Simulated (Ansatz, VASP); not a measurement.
## Two plane-wave programs on Pd

```
Pd
1.0
     0.00000    1.97371    1.97371
     1.97371    0.00000    1.97371
     1.97371    1.97371    0.00000
Pd
1
Direct
  0.00000 0.00000 0.00000
```

Alike in both runs: task single point; functional PBE; k mesh 4 × 4 × 4; occupations fermi-dirac, width 0.05 eV; collinear spin.

|  | VASP | Ansatz |
| --- | --- | --- |
| version | VASP 6.6.1 | Ansatz 0.2.0 |
| potentials or method | VASP PAW PBE potentials, release 64 (Pd) | plane waves (420 eV) with PAW, scalar-relativistic |
| plane-wave cutoff (eV) | 520 | 420 |
| valence electrons in the cell | 10 | 18 |

VASP gave:

| Item | Value |
| --- | --- |
| pressure (GPa) | -0.7 |
| net moment per atom (μB) | 0.46 |
| size of the moment on the site where the two differ most (μB) | 0.46 |

Estimate Ansatz's values.

pressure (GPa): -0.4; net moment per atom (μB): 0.46; size of the moment on the site where the two differ most (μB): 0.47.

Site moments also hang on the region over which each program counts them. The two sets of potentials don't hold the same shells in valence.

Caveats: the k mesh is coarse (spacing up to 0.69 Å⁻¹), so the values aren't converged.
